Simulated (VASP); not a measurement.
# Se (P3_121) in VASP: further runs, part 2 of 2

VASP 6.6.1.

## (4) Single point, PBE, spin-orbit coupling, no magnetisation

The input, INCAR:

```
SYSTEM = Se
PREC     = Accurate       ! precision mode
ENCUT    = 520            ! plane-wave cutoff, eV
EDIFF    = 1E-7           ! SCF threshold, eV
ISMEAR   = 0              ! smearing method
SIGMA    = 0.02           ! smearing width, eV
LREAL    = .FALSE.        ! projectors in reciprocal space
LASPH    = .TRUE.         ! aspherical terms in the spheres
NELM     = 100            ! most SCF steps
ALGO     = Normal         ! electronic algorithm
ISIF     = 2              ! what is computed and relaxed
LWAVE    = .FALSE.        ! write WAVECAR
LCHARG   = .FALSE.        ! write CHGCAR
LNONCOLLINEAR= .TRUE.         ! non-collinear magnetism
MAGMOM   = 0 0 0 0 0 0 0 0 0 ! initial moments
LORBIT   = 11             ! projections on sites
LSORBIT  = .TRUE.         ! spin-orbit coupling
GGA_COMPAT= .FALSE.      
GGA      = PE             ! functional
NBANDS   = 34             ! bands
```

The input, KPOINTS:

```
regular mesh
0
G
  6 6 5
  0 0 0
```

The input, POSCAR:

```
Se
1.0
    4.3662000000      0.0000000000      0.0000000000
   -2.1831000000      3.7812401180      0.0000000000
    0.0000000000      0.0000000000      4.9536000000
Se
3
Direct
    0.7746000000      0.7746000000      0.0000000000
    0.0000000000      0.2254000000      0.6666666667
    0.2254000000      0.0000000000      0.3333333333
```

Potentials or basis: VASP PAW PBE potentials, release 64 (Se).

The run is started by

```console
$ cat potpaw_PBE.64/Se/POTCAR > POTCAR
$ mpirun -np 1 vasp_ncl > vasp.out
```

OUTCAR:

```text
SYSTEM = Se
   PREC = Accurate
   ENCUT = 520
   EDIFF = 1E-7
   ISMEAR = 0
   LREAL = .FALSE.
   LASPH = .TRUE.
   NELM = 100
   ISIF = 2
   LNONCOLLINEAR = .TRUE.
   LORBIT = 11
   LSORBIT = .TRUE.
   GGA = PE

 Found     38 irreducible k-points:

 Following reciprocal coordinates:
            Coordinates               Weight
  0.000000  0.000000  0.000000      1.000000
  0.166667  0.000000  0.000000      6.000000
  0.333333  0.000000  0.000000      6.000000
  0.500000  0.000000  0.000000      3.000000
  0.166667  0.166667  0.000000      3.000000
 -0.166667 -0.166667  0.000000      3.000000
   k-points           NKPTS =     38   k-points in BZ     NKDIM =     38   number of bands    NBANDS=     34
   number of dos      NEDOS =    301   number of ions     NIONS =      3
   total plane-waves  NPLWV =  40960
   dimension x,y,z NGX =    32 NGY =   32 NGZ =   40
   dimension x,y,z NGXF=    64 NGYF=   64 NGZF=   80
   ions per type =               3
   NGX,Y,Z   is equivalent  to a cutoff of  12.18, 12.18, 13.42 a.u.
   NGXF,Y,Z  is equivalent  to a cutoff of  24.37, 24.37, 26.85 a.u.
 SYSTEM =  Se
   PREC   = accura    normal or accurate (medium, high low for compatibility)
   ISTART =      0    job   : 0-new  1-cont  2-samecut
   ICHARG =      2    charge: 1-file 2-atom 10-const
   ISPIN  =      1    spin polarized calculation?
   LNONCOLLINEAR =      T non collinear calculations
   LSORBIT =      T    spin-orbit coupling
   LASPH  =      T    aspherical Exc in radial PAW
   ENCUT  =  520.0 eV  38.22 Ry    6.18 a.u.   8.12  8.12  9.21*2*pi/ulx,y,z
   NELM   =    100;   NELMIN=  2; NELMDL= -5     # of ELM steps
   EDIFF  = 0.1E-06   stopping-criterion for ELM
   LREAL  =      F    real-space projection
   EDIFFG = 0.1E-05   stopping-criterion for IOM
   NSW    =      0    number of steps for IOM
   IBRION =     -1    ionic relax: 0-MD 1-quasi-New 2-CG
   NFREE  =      0    steps in history (QN), initial steepest desc. (CG)
   ISIF   =      2    stress and relaxation
   ISYM   =      2    0-nonsym 1-usesym 2-fastsym
   POTIM  = 0.5000    time-step for ionic-motion
   TEBEG  =    0.0;   TEEND  =   0.0 temperature during run
   PSTRESS=    0.0 pullay stress
   NELECT =      18.0000    total number of electrons
   NUPDOWN=      -1.0000    fix difference up-down
   EMIN   =  10.00;   EMAX   =-10.00  energy-range for DOS
   EFERMI =   0.00;   METHOD = LEGACY
[... 269 lines left out ...]
      0.98414      0.00000      1.65120         0.446297      0.000000      0.000000
 -----------------------------------------------------------------------------------
    total drift:                                0.000000      0.000000      0.000000

  FREE ENERGIE OF THE ION-ELECTRON SYSTEM (eV)
  ---------------------------------------------------
  free  energy   TOTEN  =       -10.5371949357 eV

  energy  without entropy=      -10.5371949357  energy(sigma->0) =      -10.53719494

 Spin-Orbit-Coupling matrix elements

 Ion:    1  E_soc:     -0.0450838
 l=   1
     0.0000000    -0.0072826    -0.0075320
    -0.0072826     0.0000000    -0.0077285
    -0.0075320    -0.0077285     0.0000000
 l=   2
     0.0000000     0.0000015     0.0000000     0.0000001     0.0000026
     0.0000015     0.0000000    -0.0000029    -0.0000009     0.0000017
     0.0000000    -0.0000029     0.0000000    -0.0000010     0.0000000
     0.0000001    -0.0000009    -0.0000010     0.0000000     0.0000001
     0.0000026     0.0000017     0.0000000     0.0000001     0.0000000
 l=   3
     0.0000000     0.0000000     0.0000000     0.0000000     0.0000000     0.0000000     0.0000000
     0.0000000     0.0000000     0.0000000     0.0000000     0.0000000     0.0000000     0.0000000
     0.0000000     0.0000000     0.0000000     0.0000000     0.0000000     0.0000000     0.0000000
     0.0000000     0.0000000     0.0000000     0.0000000     0.0000000     0.0000000     0.0000000
[... 29 lines left out ...]
 l=   2
     0.0000000    -0.0000005     0.0000000     0.0000023     0.0000026
    -0.0000005     0.0000000    -0.0000001    -0.0000009    -0.0000008
     0.0000000    -0.0000001     0.0000000    -0.0000038     0.0000000
     0.0000023    -0.0000009    -0.0000038     0.0000000     0.0000024
     0.0000026    -0.0000008     0.0000000     0.0000024     0.0000000
 l=   3
     0.0000000     0.0000000     0.0000000     0.0000000     0.0000000     0.0000000     0.0000000
     0.0000000     0.0000000     0.0000000     0.0000000     0.0000000     0.0000000     0.0000000
     0.0000000     0.0000000     0.0000000     0.0000000     0.0000000     0.0000000     0.0000000
     0.0000000     0.0000000     0.0000000     0.0000000     0.0000000     0.0000000     0.0000000
     0.0000000     0.0000000     0.0000000     0.0000000     0.0000000     0.0000000     0.0000000
     0.0000000     0.0000000     0.0000000     0.0000000     0.0000000     0.0000000     0.0000000
     0.0000000     0.0000000     0.0000000     0.0000000     0.0000000     0.0000000     0.0000000

 total charge

# of ion       s       p       d       tot
------------------------------------------
    1        1.512   2.184   0.058   3.754
    2        1.512   2.184   0.058   3.754
    3        1.512   2.184   0.058   3.754
--------------------------------------------------
tot          4.537   6.551   0.174  11.262

 magnetization (x)

# of ion       s       p       d       tot
------------------------------------------
    1        0.000  -0.000   0.000   0.000
    2        0.000  -0.000   0.000   0.000
    3       -0.000   0.000  -0.000  -0.000
--------------------------------------------------
tot         -0.000  -0.000   0.000  -0.000

 magnetization (y)

# of ion       s       p       d       tot
------------------------------------------
    1        0.000  -0.000   0.000   0.000
    2       -0.000   0.000  -0.000  -0.000
    3       -0.000   0.000   0.000  -0.000
--------------------------------------------------
tot         -0.000  -0.000   0.000  -0.000

 magnetization (z)

# of ion       s       p       d       tot
------------------------------------------
    1        0.000  -0.000   0.000   0.000
    2        0.000   0.000  -0.000   0.000
    3        0.000   0.000   0.000   0.000
--------------------------------------------------
tot          0.000   0.000   0.000   0.000
```

OSZICAR:

```text
N       E                     dE             d eps       ncg     rms          rms(c)
DAV:   1     0.881314937178E+02    0.88131E+02   -0.70211E+03  2584   0.882E+02
DAV:   2    -0.328293245829E+01   -0.91414E+02   -0.86873E+02  3296   0.159E+02
DAV:   3    -0.105425726535E+02   -0.72596E+01   -0.71858E+01  3238   0.466E+01
DAV:   4    -0.106153161143E+02   -0.72743E-01   -0.72693E-01  3042   0.537E+00
DAV:   5    -0.106158192105E+02   -0.50310E-03   -0.50303E-03  3186   0.469E-01    0.705E+00
DAV:   6    -0.105575744302E+02    0.58245E-01   -0.32059E-02  3038   0.110E+00    0.437E+00
DAV:   7    -0.105371688574E+02    0.20406E-01   -0.65426E-02  3034   0.151E+00    0.879E-01
DAV:   8    -0.105373731316E+02   -0.20427E-03   -0.48370E-03  2896   0.387E-01    0.185E-01
DAV:   9    -0.105370430959E+02    0.33004E-03   -0.11542E-03  3016   0.201E-01    0.763E-02
DAV:  10    -0.105371782814E+02   -0.13519E-03   -0.28699E-04  2924   0.919E-02    0.254E-02
DAV:  11    -0.105371893866E+02   -0.11105E-04   -0.68665E-06  3152   0.165E-02    0.997E-03
DAV:  12    -0.105371940088E+02   -0.46222E-05   -0.34240E-06  2832   0.114E-02    0.435E-03
DAV:  13    -0.105371949241E+02   -0.91528E-06   -0.74124E-07  3068   0.508E-03    0.184E-03
DAV:  14    -0.105371949357E+02   -0.11607E-07   -0.21318E-07  2908   0.264E-03
   1 F= -.10537195E+02 E0= -.10537195E+02  d E =-.885862E-21  mag=    -0.0000    -0.0000     0.0000
```

Wall time 2.9 min (1 thread of Intel Xeon Platinum 8259CL at 2.50GHz (Skylake/Cascade Lake), shared host); peak memory 0.43 GiB.

The run converged, but some of its settings lie outside the range that counts as converged, so its numbers aren't taken as properties of the crystal.

Results:

| Quantity | Value |
| --- | --- |
| Free energy | -10.5372 eV |
| Pressure | 3.0 GPa |
| Largest force | 0.446 eV/Å |
| Valence electrons inside the program's atomic spheres | Se 3.75 |

## (5) Single point, PBE, spin-orbit coupling, no magnetisation

INCAR, as its differences from that of step 4:

```diff
@@ -2,3 +2,3 @@
 PREC     = Accurate       ! precision mode
-ENCUT    = 520            ! plane-wave cutoff, eV
+ENCUT    = 460            ! plane-wave cutoff, eV
 EDIFF    = 1E-7           ! SCF threshold, eV
```

The input, KPOINTS:

```
regular mesh
0
G
  7 7 6
  0 0 0
```

POSCAR is that of step 4.

Potentials or basis: VASP PAW PBE potentials, release 64 (Se).

The run is started by

```console
$ cat potpaw_PBE.64/Se/POTCAR > POTCAR
$ mpirun -np 1 vasp_ncl > vasp.out
```

OUTCAR:

```text
SYSTEM = Se
   PREC = Accurate
   ENCUT = 460
   EDIFF = 1E-7
   ISMEAR = 0
   LREAL = .FALSE.
   LASPH = .TRUE.
   NELM = 100
   ISIF = 2
   LNONCOLLINEAR = .TRUE.
   LORBIT = 11
   LSORBIT = .TRUE.
   GGA = PE

 Found     58 irreducible k-points:

 Following reciprocal coordinates:
            Coordinates               Weight
  0.000000  0.000000  0.000000      1.000000
  0.142857  0.000000  0.000000      6.000000
  0.285714 -0.000000  0.000000      6.000000
  0.428571  0.000000  0.000000      6.000000
  0.142857  0.142857  0.000000      3.000000
 -0.142857 -0.142857  0.000000      3.000000
   k-points           NKPTS =     58   k-points in BZ     NKDIM =     58   number of bands    NBANDS=     34
   number of dos      NEDOS =    301   number of ions     NIONS =      3
   total plane-waves  NPLWV =  36864
   dimension x,y,z NGX =    32 NGY =   32 NGZ =   36
   dimension x,y,z NGXF=    64 NGYF=   64 NGZF=   72
   ions per type =               3
   NGX,Y,Z   is equivalent  to a cutoff of  12.18, 12.18, 12.08 a.u.
   NGXF,Y,Z  is equivalent  to a cutoff of  24.37, 24.37, 24.16 a.u.
 SYSTEM =  Se
   PREC   = accura    normal or accurate (medium, high low for compatibility)
   ISTART =      0    job   : 0-new  1-cont  2-samecut
   ICHARG =      2    charge: 1-file 2-atom 10-const
   ISPIN  =      1    spin polarized calculation?
   LNONCOLLINEAR =      T non collinear calculations
   LSORBIT =      T    spin-orbit coupling
   LASPH  =      T    aspherical Exc in radial PAW
   ENCUT  =  460.0 eV  33.81 Ry    5.81 a.u.   7.64  7.64  8.66*2*pi/ulx,y,z
   NELM   =    100;   NELMIN=  2; NELMDL= -5     # of ELM steps
   EDIFF  = 0.1E-06   stopping-criterion for ELM
   LREAL  =      F    real-space projection
   EDIFFG = 0.1E-05   stopping-criterion for IOM
   NSW    =      0    number of steps for IOM
   IBRION =     -1    ionic relax: 0-MD 1-quasi-New 2-CG
   NFREE  =      0    steps in history (QN), initial steepest desc. (CG)
   ISIF   =      2    stress and relaxation
   ISYM   =      2    0-nonsym 1-usesym 2-fastsym
   POTIM  = 0.5000    time-step for ionic-motion
   TEBEG  =    0.0;   TEEND  =   0.0 temperature during run
   PSTRESS=    0.0 pullay stress
   NELECT =      18.0000    total number of electrons
   NUPDOWN=      -1.0000    fix difference up-down
   EMIN   =  10.00;   EMAX   =-10.00  energy-range for DOS
   EFERMI =   0.00;   METHOD = LEGACY
[... 269 lines left out ...]
      0.98414      0.00000      1.65120         0.448364      0.000000      0.000000
 -----------------------------------------------------------------------------------
    total drift:                               -0.000000     -0.000000      0.000000

  FREE ENERGIE OF THE ION-ELECTRON SYSTEM (eV)
  ---------------------------------------------------
  free  energy   TOTEN  =       -10.5370734807 eV

  energy  without entropy=      -10.5370734807  energy(sigma->0) =      -10.53707348

 Spin-Orbit-Coupling matrix elements

 Ion:    1  E_soc:     -0.0450144
 l=   1
     0.0000000    -0.0072651    -0.0075328
    -0.0072651     0.0000000    -0.0077104
    -0.0075328    -0.0077104     0.0000000
 l=   2
     0.0000000     0.0000015     0.0000000     0.0000001     0.0000026
     0.0000015     0.0000000    -0.0000029    -0.0000009     0.0000016
     0.0000000    -0.0000029     0.0000000    -0.0000010     0.0000000
     0.0000001    -0.0000009    -0.0000010     0.0000000     0.0000001
     0.0000026     0.0000016     0.0000000     0.0000001     0.0000000
 l=   3
     0.0000000     0.0000000     0.0000000     0.0000000     0.0000000     0.0000000     0.0000000
     0.0000000     0.0000000     0.0000000     0.0000000     0.0000000     0.0000000     0.0000000
     0.0000000     0.0000000     0.0000000     0.0000000     0.0000000     0.0000000     0.0000000
     0.0000000     0.0000000     0.0000000     0.0000000     0.0000000     0.0000000     0.0000000
[... 29 lines left out ...]
 l=   2
     0.0000000    -0.0000005     0.0000000     0.0000023     0.0000026
    -0.0000005     0.0000000    -0.0000001    -0.0000009    -0.0000008
     0.0000000    -0.0000001     0.0000000    -0.0000038     0.0000000
     0.0000023    -0.0000009    -0.0000038     0.0000000     0.0000023
     0.0000026    -0.0000008     0.0000000     0.0000023     0.0000000
 l=   3
     0.0000000     0.0000000     0.0000000     0.0000000     0.0000000     0.0000000     0.0000000
     0.0000000     0.0000000     0.0000000     0.0000000     0.0000000     0.0000000     0.0000000
     0.0000000     0.0000000     0.0000000     0.0000000     0.0000000     0.0000000     0.0000000
     0.0000000     0.0000000     0.0000000     0.0000000     0.0000000     0.0000000     0.0000000
     0.0000000     0.0000000     0.0000000     0.0000000     0.0000000     0.0000000     0.0000000
     0.0000000     0.0000000     0.0000000     0.0000000     0.0000000     0.0000000     0.0000000
     0.0000000     0.0000000     0.0000000     0.0000000     0.0000000     0.0000000     0.0000000

 total charge

# of ion       s       p       d       tot
------------------------------------------
    1        1.512   2.184   0.058   3.754
    2        1.512   2.184   0.058   3.754
    3        1.512   2.184   0.058   3.754
--------------------------------------------------
tot          4.537   6.552   0.174  11.263

 magnetization (x)

# of ion       s       p       d       tot
------------------------------------------
    1        0.000  -0.000   0.000  -0.000
    2        0.000  -0.000   0.000  -0.000
    3       -0.000   0.000  -0.000   0.000
--------------------------------------------------
tot          0.000   0.000   0.000   0.000

 magnetization (y)

# of ion       s       p       d       tot
------------------------------------------
    1        0.000  -0.000   0.000  -0.000
    2       -0.000   0.000  -0.000   0.000
    3        0.000   0.000   0.000   0.000
--------------------------------------------------
tot          0.000   0.000   0.000   0.000

 magnetization (z)

# of ion       s       p       d       tot
------------------------------------------
    1        0.000   0.000   0.000   0.000
    2        0.000  -0.000   0.000  -0.000
    3       -0.000   0.000  -0.000  -0.000
--------------------------------------------------
tot         -0.000  -0.000  -0.000  -0.000
```

Wall time 3.7 min (1 thread of Intel Xeon Platinum 8259CL at 2.50GHz (Skylake/Cascade Lake), shared host); peak memory 0.42 GiB.

The run converged, but some of its settings lie outside the range that counts as converged, so its numbers aren't taken as properties of the crystal.

Results:

```yaml
Free_energy: -10.5371 eV
Pressure: 3.0 GPa
Largest_force: 0.448 eV/Å
Valence_electrons_inside_the_program's_atomic_spheres: Se 3.75
```

## (6) Single point, PBE, spin-orbit coupling, no magnetisation

INCAR, as its differences from that of step 5:

```diff
@@ -2,3 +2,3 @@
 PREC     = Accurate       ! precision mode
-ENCUT    = 460            ! plane-wave cutoff, eV
+ENCUT    = 520            ! plane-wave cutoff, eV
 EDIFF    = 1E-7           ! SCF threshold, eV
```

KPOINTS is that of step 5.

POSCAR is that of step 5.

Potentials or basis: VASP PAW PBE potentials, release 64 (Se).

The run is started by

```console
$ cat potpaw_PBE.64/Se/POTCAR > POTCAR
$ mpirun -np 1 vasp_ncl > vasp.out
```

Run time: 6.2 min. Hardware: 1 thread of Intel Xeon Platinum 8259CL at 2.50GHz (Skylake/Cascade Lake), shared host; peak memory 0.48 GiB.

These settings aren't checked as converged: the numbers below hold their error.

What came out:

| Quantity | Value |
| --- | --- |
| Free energy | -10.5374 eV |
| Pressure | 3.0 GPa |
| Largest force | 0.448 eV/Å |
| Valence electrons inside the program's atomic spheres | Se 3.75 |
